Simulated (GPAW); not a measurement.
# CdS (Greenockite) (P6_3mc) in GPAW: settings compared

Aim: see how the results for CdS (Greenockite) move with the level of theory and the settings. Levels: AM05, revPBE, RPBE, PBE. Tasks: band structure, dielectric tensor.

All numbers are computed with GPAW 26.7.0; they aren't measurements. Logs are shortened: lines on timing, memory, paths and dates and some standing lists are left out, and cuts for length are marked. The log counts tension as positive stress, the text compression.

**Experimental background.**

From “Isotope dependence of band-gap energy”, 2008, arxiv:0807.2152, for a bulk crystal of CdS: band gap 2.5809 ± 0.0002 eV.

The runs below are set against these values where they give the same quantity.

## 1. The structure

It takes space group P6_3mc (No. 186, hexagonal). Conventional cell: a = 4.150 Å, b = 4.150 Å, c = 6.737 Å, α = 90.00°, β = 90.00°, γ = 120.00°. Cd (site symmetry 3m) has 4 S at 2.53 to 2.54 Å as nearest neighbours. S (site symmetry 3m) has 4 Cd at 2.53 to 2.54 Å as nearest neighbours.

## 2. Band structure, AM05, spin-orbit coupling, no magnetisation

run.py

```python
import numpy as np
from ase.dft.bandgap import bandgap
from ase.io import read, write
from ase.units import GPa
from gpaw import GPAW, PW, setup_paths
from gpaw.spinorbit import soc_eigenstates

setup_paths.insert(0, '.')

atoms = read('POSCAR')

calc = GPAW(mode=PW(600),
            xc='AM05',
            kpts={'size': (5, 5, 3), 'gamma': True},
            occupations={'name': 'fermi-dirac', 'width': 0.05},
            nbands=31,
            convergence={'density': 1e-05, 'energy': 1e-05},
            maxiter=150,
            txt='gpaw.txt')
atoms.calc = calc
energy = atoms.get_potential_energy()
forces = atoms.get_forces()
stress = atoms.get_stress()
calc.write('gs.gpw')
write('result.traj', atoms)
print(f'Energy: {energy:.6f} eV')
print('Forces (eV/A):')
print(forces.round(4))
print('Stress (GPa):', (stress / GPa).round(3))
print('Fermi level:', round(calc.get_fermi_level(), 4), 'eV')
print(f'Gap: {bandgap(calc)[0]:.4f} eV, direct: {bandgap(calc, direct=True)[0]:.4f} eV')

path = atoms.cell.bandpath('GMKGALHA,LM,KH', npoints=60, eps=1e-4)
bs_calc = calc.fixed_density(kpts=path, symmetry='off', nbands=51,
                             convergence={'bands': 'CBM+6.0', 'eigenstates': 1e-6}, txt='bands.txt')
bs = bs_calc.band_structure()
bs.write('bs.json')
print(f'Gap on the path: {bandgap(bs_calc)[0]:.4f} eV')

soc = soc_eigenstates(bs_calc, theta=0, phi=0)
np.savetxt('soc_bands.dat', soc.eigenvalues(), fmt='%.4f')
mesh = soc_eigenstates('gs.gpw', theta=0, phi=0)
np.savetxt('soc_mesh.dat', mesh.eigenvalues(), fmt='%.4f')
print('Fermi level with spin-orbit coupling:', round(mesh.fermi_level, 4), 'eV')
```

POSCAR

```
CdS
1.0
    4.1500000000      0.0000000000      0.0000000000
   -2.0750000000      3.5940054257      0.0000000000
    0.0000000000      0.0000000000      6.7370000000
Cd S
2 2
Direct
    0.6666666667      0.3333333333      0.5000000000
    0.3333333333      0.6666666667      0.0000000000
    0.6666666667      0.3333333333      0.8750000000
    0.3333333333      0.6666666667      0.3750000000
```

Potentials or basis: PAW data sets generated in the run's folder for this functional, pw.

The run is started by

```console
$ gpaw-setup -f AM05 Cd S
$ OMP_NUM_THREADS=1 python run.py
```

gpaw.txt:

```text
__  _  _
 | _ |_)|_||  |
 |__||  | ||/\| - 26.7.0

Input parameters:
  mode=PW(ecut=600.0),
  convergence={'density': 1e-05, 'energy': 1e-05},
  kpts=MonkhorstPack(size=(5, 5, 3), gamma=True),
  maxiter=150,
  nbands=31,
  occupations=Occupations(name='fermi-dirac', width=0.05),
  xc=XC(name='AM05')

Diagonalizing LCAO Hamiltonian
Converting LCAO to pw mode

            S

            Cd
        S

        Cd

Atoms  # Å, Bohr magnetons
|   | symbol |         x |        y |        z |    initial magnetic moments |
|---|--------|-----------|----------|----------|-----------------------------|
| 0 |     Cd |  2.075000 | 1.198002 | 3.368500 | ( 0.0000,  0.0000,  0.0000) |
| 1 |     Cd | -0.000000 | 2.396004 | 0.000000 | ( 0.0000,  0.0000,  0.0000) |
| 2 |      S |  2.075000 | 1.198002 | 5.894875 | ( 0.0000,  0.0000,  0.0000) |
| 3 |      S | -0.000000 | 2.396004 | 2.526375 | ( 0.0000,  0.0000,  0.0000) |

Unit cell  # Å
| periodic |         x |        y |        z |  lengths |     angles |
|----------|-----------|----------|----------|----------|------------|
|      yes |  4.150000 | 0.000000 | 0.000000 | 4.150000 |  90.000000 |
|      yes | -2.075000 | 3.594005 | 0.000000 | 4.150000 |  90.000000 |
|      yes |  0.000000 | 0.000000 | 6.737000 | 6.737000 | 120.000000 |

Number of symmetries: 6
Symmetry operations  # r_c * U_cc + t_c -> r_c
|   | kind |            matrix            |
|---|------|------------------------------|
| 0 |  σ   |  1, 1, 0,  0,-1, 0,  0, 0, 1 |
| 1 |  E   |  1, 0, 0,  0, 1, 0,  0, 0, 1 |
| 2 |  C3  |  0, 1, 0, -1,-1, 0,  0, 0, 1 |
| 3 |  σ   |  0,-1, 0, -1, 0, 0,  0, 0, 1 |
| 4 |  σ   | -1, 0, 0,  1, 1, 0,  0, 0, 1 |
| 5 |  C3  | -1,-1, 0,  1, 0, 0,  0, 0, 1 |

BZ-sampling:
  Number of BZ points: 75
  Number of IBZ points: 12

  Monkhorst-Pack size: [5, 5, 3]
  Monkhorst-Pack shift: [0, 0, 0]

K-points  # in reciprocal-cell coordinates
|     |                                coordinates |     weight |
|-----|--------------------------------------------|------------|
|   0 | (  0.00000000,   0.00000000,   0.00000000) | 0.01333333 |
|   1 | (  0.00000000,   0.00000000,   0.33333333) | 0.02666667 |
|   2 | (  0.20000000,   0.00000000,  -0.33333333) | 0.08000000 |
|   3 | (  0.20000000,   0.00000000,   0.00000000) | 0.08000000 |
|   4 | (  0.20000000,   0.00000000,   0.33333333) | 0.08000000 |
|   5 | (  0.40000000,  -0.20000000,   0.00000000) | 0.08000000 |
|   6 | (  0.40000000,  -0.20000000,   0.33333333) | 0.16000000 |
|   7 | (  0.40000000,   0.00000000,  -0.33333333) | 0.08000000 |
|   8 | (  0.40000000,   0.00000000,   0.00000000) | 0.08000000 |
|   9 | (  0.40000000,   0.00000000,   0.33333333) | 0.08000000 |
| ... |                                            |            |
|  11 | (  0.40000000,   0.40000000,   0.33333333) | 0.16000000 |

Plane wave coefficients: 3372
Cutoff: 600.0 eV

Spin-components: 1 (collinear spins)
Bands:           31
Projectors:      22
Spin-degeneracy: 2
Datatype:        complex128

Parallelization:
  kpt:    1
  domain: 1
  band:   1

Density:
  Valence electrons: 36.0
  Components: 1
  Grid points: [24 24 40]
  Charge: 0.0  # |e|

Potential:
  Grid points: [24 24 40]

species:
  Cd:
    name:    Cadmium
    Z:       48.0
    valence: 12
    core:    36
    charge:  0.0  # [|e|]
    compensation charges:
      type: gauss
      rc: 0.38  # [Å]
      lmax: 2
    cutoffs:
      filter: 2.12  # [Å]
      core: 2.62  # [Å]
    projectors
    | kind |    occ | energy [eV] | rcut [Å] |
    |------|--------|-------------|----------|
    |   5s |  2.000 |      -5.642 |    1.191 |
    |   5p |  0.000 |      -1.115 |    1.228 |
    |   4d | 10.000 |     -11.724 |    1.164 |
    |    s |        |      21.569 |    1.191 |
    |    p |        |      26.096 |    1.228 |
    |    d |        |      15.487 |    1.164 |

    Using partial waves for Cd as LCAO basis

  S:
    name:    Sulfur
    Z:       16.0
    valence: 6
    core:    10
    charge:  0.0  # [|e|]
    compensation charges:
      type: gauss
      rc: 0.24  # [Å]
      lmax: 2
    cutoffs:
      filter: 1.77  # [Å]
      core: 1.66  # [Å]
    projectors
    | kind |    occ | energy [eV] | rcut [Å] |
    |------|--------|-------------|----------|
    |   3s |  2.000 |     -17.141 |    0.974 |
    |   3p |  4.000 |      -6.951 |    0.979 |
    |    s |        |      10.071 |    0.974 |
    |    p |        |      20.260 |    0.979 |
    |    d |        |       0.000 |    0.900 |

    Using partial waves for S as LCAO basis

Reference energy: -325740.160463  # eV

eigensolver:
  PPCG
  Converge bands: occupied
  niter=2

density mixing:
  MSR1-Mixer
  Pratt-step length: 0.05
  Maximum mixing coefficient: 0.75
  Old densities: 10
  SVD Regularization: 0.005
  Good broyden scale: 1.0
  Trust region scale: 1.0
  Backstep threshold: 4.0
  History deletion threshold: 6.0
  Fourier metric: weight=20.0, sigma=0.015

occupation numbers:
  Fermi-Dirac:
    width: 0.0500  # eV

poisson solver:
  ecut: 4800.0  # eV

xc functional:
  name: AM05 with 2 nearest neighbor stencil

convergence criteria:
- Maximum integral of absolute [dens]ity change: 1e-05 electrons / valence electron
- Maximum [total energy] change in last 3 cyles: 1e-05 eV / valence electron
- Maximum integral of absolute [eigenst]ate change: 4e-08 eV^2 / valence electron
maximum number of iterations: 150

SCF iterations
|iter     | |      energy | eigst |  dens |
|---------|-|-------------|-------|-------|
|iter:   1| |  -14.059456 | -0.40 |       |
|iter:   2| |  -13.845968 | -2.11 | -1.13 |
|iter:   3| |  -13.087209 | -1.39 | -1.17 |
|iter:   4| |  -13.079865 | -3.26 | -1.73 |
|iter:   5| |  -13.078380 | -3.65 | -2.18 |
|iter:   6| |  -13.078457 | -5.00 | -2.89 |
|iter:   7| |  -13.078469c| -6.27 | -3.48 |
|iter:   8| |  -13.078469c| -7.19 | -4.29 |
|iter:   9| |  -13.078469c| -7.72c| -4.74 |
|iter:  10| |  -13.078469c| -7.97c| -5.22c|

Converged in 10 steps
Energy contributions relative to reference atoms: (reference = -325740.160463)

Energy contributions:
  Kinetic:          32.781601
  Coulomb:         -29.915881
  Zero:              0.294239
  External:          0.000000
  Xc:              -16.238428
  Entropy:          -0.000000
  Spinorbit:         0.000000
  ----------------------------
  Free energy:     -13.078469
  Extrapolated:    -13.078469

dipole moment: (-0.000012, -0.000015, -19.044759)  # |e|*Ang

Fermi level: 4.035
Eigenvalues  # (at kpt = [0.000, 0.000, 0.000])
| band index |      eig [eV] | occ [0-2] |
|------------|---------------|-----------|
|          0 |        -8.854 |     2.000 |
|        ... |               |           |
|         10 |        -3.710 |     2.000 |
|         11 |        -3.366 |     2.000 |
|         12 |        -0.952 |     2.000 |
|         13 |         2.658 |     2.000 |
|         14 |         2.658 |     2.000 |
|         15 |         3.387 |     2.000 |
[... 8 lines left out ...]
|         24 |        10.901 |     0.000 |
|         25 |        11.119 |     0.000 |
|        ... |               |           |
|         30 |        14.938 |     0.000 |

Gap: 1.160 eV
Transition (v -> c):
  (s=0, k=0, n=17, [0.00, 0.00, 0.00]) -> (s=0, k=0, n=18, [0.00, 0.00, 0.00])
No difference between direct/indirect transitions

Forces  # eV/Ang
|        x |       y |        z |
|----------|---------|----------|
| -0.00000 | 0.00000 | -0.06159 |  # Cd   0
| -0.00000 | 0.00000 | -0.06115 |  # Cd   1
| -0.00000 | 0.00000 |  0.06158 |  # S    2
|  0.00000 | 0.00000 |  0.06116 |  # S    3

Stress tensor  # eV/Ang^3
|        x |         y |         z |
|----------|-----------|-----------|
| 0.005069 |  0.000000 |  0.000000 |
| 0.000000 |  0.005069 | -0.000000 |
| 0.000000 | -0.000000 |  0.001815 |

# Writing to gs.gpw (mode='')
```

Wall time 95 s (1 thread of Intel Xeon Platinum 8488C (Sapphire Rapids), shared host); peak memory 0.47 GiB.

What came out:

```
Free energy             : -13.0785 eV
Pressure                : -0.6 GPa
Largest force           : 0.062 eV/Å
Band gap on the k mesh  : 1.14 eV, direct
Band gap along the path : 1.14 eV, direct
```

Forces in eV/Å, atoms in the order of the input:
```
Cd   0.000  0.000 -0.062
Cd   0.000  0.000 -0.061
S    0.000  0.000  0.062
S    0.000  0.000  0.061
```

Levels at the corners of the path, in eV from the valence-band top:
| point | band 33 | band 34 | band 35 | band 36 | band 37 | band 38 | band 39 | band 40 |
| --- | --- | --- | --- | --- | --- | --- | --- | --- |
| Γ | -0.02 | -0.02 | 0.00 | 0.00 | 1.14 | 1.14 | 2.71 | 2.71 |
| M | -1.31 | -1.31 | -0.76 | -0.76 | 3.63 | 3.63 | 3.82 | 3.82 |
| K | -1.87 | -1.83 | -1.63 | -1.63 | 4.62 | 4.62 | 4.96 | 4.99 |
| Γ | -0.02 | -0.02 | 0.00 | 0.00 | 1.14 | 1.14 | 2.71 | 2.71 |
| A | -0.40 | -0.40 | -0.40 | -0.40 | 2.77 | 2.77 | 2.77 | 2.77 |
| L | -1.34 | -1.34 | -1.34 | -1.34 | 3.42 | 3.42 | 3.42 | 3.42 |
| H | -1.15 | -1.15 | -1.14 | -1.14 | 4.28 | 4.28 | 4.33 | 4.33 |
| A | -0.40 | -0.40 | -0.40 | -0.40 | 2.77 | 2.77 | 2.77 | 2.77 |
| L | -1.34 | -1.34 | -1.34 | -1.34 | 3.42 | 3.42 | 3.42 | 3.42 |
| M | -1.31 | -1.31 | -0.76 | -0.76 | 3.63 | 3.63 | 3.82 | 3.82 |
| K | -1.87 | -1.83 | -1.63 | -1.63 | 4.62 | 4.62 | 4.96 | 4.99 |
| H | -1.15 | -1.15 | -1.14 | -1.14 | 4.28 | 4.28 | 4.33 | 4.33 |

Caveat: spin-orbit coupling was added after a scalar SCF, so levels and gaps hold it while energy, forces, pressure and moments don't; this program's spin-orbit splittings come out too wide for heavy elements.

## 3. Band structure, revPBE, spin-orbit coupling, no magnetisation

Edit run.py of step 2 so:

```diff
@@ -2,13 +2,19 @@
 from ase.dft.bandgap import bandgap
-from ase.io import read, write
+from ase.io import write
+from ase.spacegroup import crystal
 from ase.units import GPa
-from gpaw import GPAW, PW, setup_paths
+from gpaw import GPAW, PW
 from gpaw.spinorbit import soc_eigenstates
 
-setup_paths.insert(0, '.')
-
-atoms = read('POSCAR')
+# Cd 2b
+# S 2b
+atoms = crystal(['Cd', 'S'],
+                basis=[[0.6666666667, 0.3333333333, 0.5],
+                       [0.6666666667, 0.3333333333, 0.875]],
+                spacegroup=186, setting=1,  # P6_3mc
+                cellpar=[4.15, 4.15, 6.737, 90.0, 90.0, 120.0],
+                primitive_cell=True)
 
 calc = GPAW(mode=PW(600),
-            xc='AM05',
+            xc='revPBE',
             kpts={'size': (5, 5, 3), 'gamma': True},
@@ -32,3 +38,3 @@
 
-path = atoms.cell.bandpath('GMKGALHA,LM,KH', npoints=60, eps=1e-4)
+path = atoms.cell.bandpath('GMKGALHA,LM,KH', npoints=80, eps=1e-4)
 bs_calc = calc.fixed_density(kpts=path, symmetry='off', nbands=51,
```

Potentials or basis: the program's PAW data sets (release 1.2.1) made for this functional, pw.

The run is started by

```console
$ OMP_NUM_THREADS=1 python run.py
```

It took 1.9 min on 1 thread of Intel Xeon Platinum 8488C (Sapphire Rapids), shared host; peak memory 0.55 GiB.

It converged, with:

| Item | Value |
| --- | --- |
| Free energy | -11.4978 eV |
| Pressure | 3.5 GPa |
| Largest force | 0.066 eV/Å |
| Band gap on the k mesh | 1.30 eV, direct |
| Band gap along the path | 1.30 eV, direct |

Forces on the atoms (eV/Å):
```
Cd   0.000  0.000 -0.066
Cd   0.000  0.000 -0.066
S    0.000  0.000  0.066
S    0.000  0.000  0.066
```

Stress tensor (GPa, compression positive):
```
3.26 0.00 0.00
0.00 3.26 0.00
0.00 0.00 3.86
```

Levels at the corners of the path, in eV from the valence-band top:
| point | band 32 | band 33 | band 34 | band 35 | band 36 | band 37 | band 38 | band 39 | band 40 | band 41 |
| --- | --- | --- | --- | --- | --- | --- | --- | --- | --- | --- |
| Γ | -0.07 | -0.02 | -0.02 | 0.00 | 0.00 | 1.30 | 1.30 | 2.86 | 2.86 | 6.24 |
| M | -1.86 | -1.28 | -1.28 | -0.74 | -0.74 | 3.76 | 3.76 | 3.97 | 3.97 | 5.20 |
| K | -1.83 | -1.83 | -1.79 | -1.59 | -1.59 | 4.77 | 4.77 | 5.06 | 5.09 | 5.10 |
| Γ | -0.07 | -0.02 | -0.02 | 0.00 | 0.00 | 1.30 | 1.30 | 2.86 | 2.86 | 6.24 |
| A | -0.43 | -0.39 | -0.39 | -0.39 | -0.39 | 2.91 | 2.91 | 2.91 | 2.91 | 6.22 |
| L | -1.35 | -1.31 | -1.31 | -1.31 | -1.31 | 3.56 | 3.56 | 3.56 | 3.56 | 5.44 |
| H | -2.35 | -1.13 | -1.13 | -1.12 | -1.12 | 4.41 | 4.41 | 4.46 | 4.46 | 6.16 |
| A | -0.43 | -0.39 | -0.39 | -0.39 | -0.39 | 2.91 | 2.91 | 2.91 | 2.91 | 6.22 |
| L | -1.35 | -1.31 | -1.31 | -1.31 | -1.31 | 3.56 | 3.56 | 3.56 | 3.56 | 5.44 |
| M | -1.86 | -1.28 | -1.28 | -0.74 | -0.74 | 3.76 | 3.76 | 3.97 | 3.97 | 5.20 |
| K | -1.83 | -1.83 | -1.79 | -1.59 | -1.59 | 4.77 | 4.77 | 5.06 | 5.09 | 5.10 |
| H | -2.35 | -1.13 | -1.13 | -1.12 | -1.12 | 4.41 | 4.41 | 4.46 | 4.46 | 6.16 |

Caveat: spin-orbit coupling was added after a scalar SCF, so levels and gaps hold it while energy, forces, pressure and moments don't; this program's spin-orbit splittings come out too wide for heavy elements.

## 4. Band structure, RPBE, spin-orbit coupling, no magnetisation

Edit run.py of step 3 so:

```diff
@@ -2,4 +2,3 @@
 from ase.dft.bandgap import bandgap
-from ase.io import write
-from ase.spacegroup import crystal
+from ase.io import read, write
 from ase.units import GPa
@@ -8,13 +7,6 @@
 
-# Cd 2b
-# S 2b
-atoms = crystal(['Cd', 'S'],
-                basis=[[0.6666666667, 0.3333333333, 0.5],
-                       [0.6666666667, 0.3333333333, 0.875]],
-                spacegroup=186, setting=1,  # P6_3mc
-                cellpar=[4.15, 4.15, 6.737, 90.0, 90.0, 120.0],
-                primitive_cell=True)
+atoms = read('CdS.cif')
 
 calc = GPAW(mode=PW(600),
-            xc='revPBE',
+            xc='RPBE',
             kpts={'size': (5, 5, 3), 'gamma': True},
@@ -38,3 +30,3 @@
 
-path = atoms.cell.bandpath('GMKGALHA,LM,KH', npoints=80, eps=1e-4)
+path = atoms.cell.bandpath('GMKGALHA,LM,KH', npoints=100, eps=1e-4)
 bs_calc = calc.fixed_density(kpts=path, symmetry='off', nbands=51,
@@ -45,5 +37,5 @@
 
-soc = soc_eigenstates(bs_calc, theta=0, phi=0)
+soc = soc_eigenstates(bs_calc, theta=54.7, phi=45)
 np.savetxt('soc_bands.dat', soc.eigenvalues(), fmt='%.4f')
-mesh = soc_eigenstates('gs.gpw', theta=0, phi=0)
+mesh = soc_eigenstates('gs.gpw', theta=54.7, phi=45)
 np.savetxt('soc_mesh.dat', mesh.eigenvalues(), fmt='%.4f')
```

CdS.cif

```cif
data_CdS
_cell_length_a 4.15000000
_cell_length_b 4.15000000
_cell_length_c 6.73700000
_cell_angle_alpha 90.00000000
_cell_angle_beta 90.00000000
_cell_angle_gamma 120.00000000
_space_group_name_H-M_alt 'P1'
_space_group_name_Hall 'P 1'
_space_group_IT_number 1
loop_
_space_group_symop_operation_xyz
'x,y,z'
loop_
_atom_site_label
_atom_site_type_symbol
_atom_site_symmetry_multiplicity
_atom_site_Wyckoff_symbol
_atom_site_fract_x
_atom_site_fract_y
_atom_site_fract_z
_atom_site_occupancy
Cd1 Cd 1 a 0.6666666667 0.3333333333 0.5000000000 1
Cd2 Cd 1 a 0.3333333333 0.6666666667 0.0000000000 1
S1 S 1 a 0.6666666667 0.3333333333 0.8750000000 1
S2 S 1 a 0.3333333333 0.6666666667 0.3750000000 1
```

The run is started by

```console
$ OMP_NUM_THREADS=1 python run.py
```

Run time: 2.4 min. Hardware: 1 thread of Intel Xeon Platinum 8488C (Sapphire Rapids), shared host; peak memory 0.62 GiB.

It converged, with:

```
Free energy             : -11.3493 eV
Pressure                : 4.1 GPa
Largest force           : 0.067 eV/Å
Band gap on the k mesh  : 1.35 eV, direct
Band gap along the path : 1.35 eV, direct
```

Forces on the atoms (eV/Å):
```
Cd   0.000  0.000 -0.067
Cd   0.000  0.000 -0.067
S    0.000  0.000  0.067
S    0.000  0.000  0.067
```

Stress tensor (GPa, compression positive):
```
3.85 0.00 0.00
0.00 3.85 0.00
0.00 0.00 4.46
```

Levels at the corners of the path, in eV from the valence-band top:
```csv
point,band 32,band 33,band 34,band 35,band 36,band 37,band 38,band 39,band 40,band 41
Γ,-0.07,-0.02,-0.02,0.00,0.00,1.35,1.35,2.89,2.89,6.27
M,-1.86,-1.27,-1.27,-0.74,-0.74,3.79,3.79,4.00,4.00,5.24
K,-1.82,-1.82,-1.79,-1.58,-1.58,4.81,4.81,5.08,5.11,5.13
Γ,-0.07,-0.02,-0.02,0.00,0.00,1.35,1.35,2.89,2.89,6.27
A,-0.42,-0.39,-0.39,-0.39,-0.39,2.95,2.95,2.95,2.95,6.26
L,-1.34,-1.31,-1.31,-1.31,-1.31,3.60,3.60,3.60,3.60,5.47
H,-2.33,-1.13,-1.13,-1.11,-1.11,4.44,4.44,4.49,4.49,6.21
A,-0.42,-0.39,-0.39,-0.39,-0.39,2.95,2.95,2.95,2.95,6.26
L,-1.34,-1.31,-1.31,-1.31,-1.31,3.60,3.60,3.60,3.60,5.47
M,-1.86,-1.27,-1.27,-0.74,-0.74,3.79,3.79,4.00,4.00,5.24
K,-1.82,-1.82,-1.79,-1.58,-1.58,4.81,4.81,5.08,5.11,5.13
H,-2.33,-1.13,-1.13,-1.11,-1.11,4.44,4.44,4.49,4.49,6.21
```

Caveat: spin-orbit coupling was added after a scalar SCF, so levels and gaps hold it while energy, forces, pressure and moments don't; this program's spin-orbit splittings come out too wide for heavy elements.

[end of part 1 of 2]
